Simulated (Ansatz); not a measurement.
Input, command and steps of an Ansatz relaxation.

```yaml
crystal:
  lattice:
    - [1.5259334131, 0.8809980668, 5.5570668047]
    - [-1.5259334131, 0.8809980668, 5.5570668047]
    - [0.0, -1.7619961336, 5.5570668047]
  atoms:
    - { symbol: W, position: [0.0005899127, 0.0005899127, 0.0005899127] }
    - { symbol: S, position: [0.240855764, 0.240855764, 0.240855764] }
    - { symbol: S, position: [0.4272543232, 0.4272543232, 0.4272543232] }
basis:
  ecutwfc: 420
kpoints:
  mp_grid: { grid: [12, 12, 12] }
hamiltonian:
  xc: pbesol
  dispersion: d3bj
scf:
  occupations: { method: gaussian, width: 0.02 }
output:
  forces: true
  stress: true
  eigenvalues: true
relax:
  adjacent_minimum: "off"
  f_tol: 0.01
  max_steps: 30
  cell: { stress_tol: 0.1, fix: [volume] }
```

```bash
ansatz run input.yaml --threads 1 --pin off --max-ram 2560MiB --backend cpu --events-out ev --progress --plain --runs-dir out
```

Theory: DFT PBEsol+D3(BJ), scalar-relativistic, plane waves, PAW in Ansatz.

The volume is held at 0.91 times that of the relaxed cell.

Of 5 frames 4 are shown, positions in Å and forces in eV/Å; the SCF threshold varies from step to step. Steps run on the plane waves of an earlier cell, with a Pulay correction in the pressure. The basis is chosen afresh for the last frame, the zero of the energies, and at times for earlier ones too; energy and pressure step there, also at an unchanged geometry.

```xyz
3
Lattice="1.5259 0.8810 5.5571 -1.5259 0.8810 5.5571 0.0000 -1.7620 5.5571" Properties=species:S:1:pos:R:3:forces:R:3 pbc="T T T" step=1 free_energy_over_end_meV_per_atom=5.46 pressure_GPa=13.20
W     0.0000    0.0000    0.0098    0.0000    0.0000   -0.0019
S     0.0000    0.0000    4.0154    0.0000    0.0000   -0.6058
S     0.0000    0.0000    7.1228    0.0000    0.0000    0.6077
3
Lattice="1.5344 0.8859 5.4956 -1.5344 0.8859 5.4956 0.0000 -1.7718 5.4956" Properties=species:S:1:pos:R:3:forces:R:3 pbc="T T T" step=2 free_energy_over_end_meV_per_atom=0.84 pressure_GPa=8.32
W     0.0000    0.0000    0.0096    0.0000    0.0000   -0.0357
S     0.0000    0.0000    3.9312    0.0000    0.0000    0.2243
S     0.0000    0.0000    7.0839    0.0000    0.0000   -0.1887
3
Lattice="1.5304 0.8836 5.5246 -1.5304 0.8836 5.5246 0.0000 -1.7672 5.5246" Properties=species:S:1:pos:R:3:forces:R:3 pbc="T T T" step=3 free_energy_over_end_meV_per_atom=0.02 pressure_GPa=9.55
W     0.0000    0.0000    0.0092    0.0000    0.0000   -0.0017
S     0.0000    0.0000    3.9634    0.0000    0.0000    0.0192
S     0.0000    0.0000    7.1102    0.0000    0.0000   -0.0175
3
Lattice="1.5314 0.8841 5.5177 -1.5314 0.8841 5.5177 0.0000 -1.7683 5.5177" Properties=species:S:1:pos:R:3:forces:R:3 pbc="T T T" step=5 free_energy_over_end_meV_per_atom=0.00 pressure_GPa=9.63
W     0.0000    0.0000    0.0092    0.0000    0.0000    0.0001
S     0.0000    0.0000    3.9588    0.0000    0.0000   -0.0099
S     0.0000    0.0000    7.1011    0.0000    0.0000    0.0098
```

The run took 78 s on 1 thread of Arm Neoverse V2, on a shared host, peak memory 0.45 GiB.

Spin–orbit coupling is left out, which can shift energies with elements as heavy as these.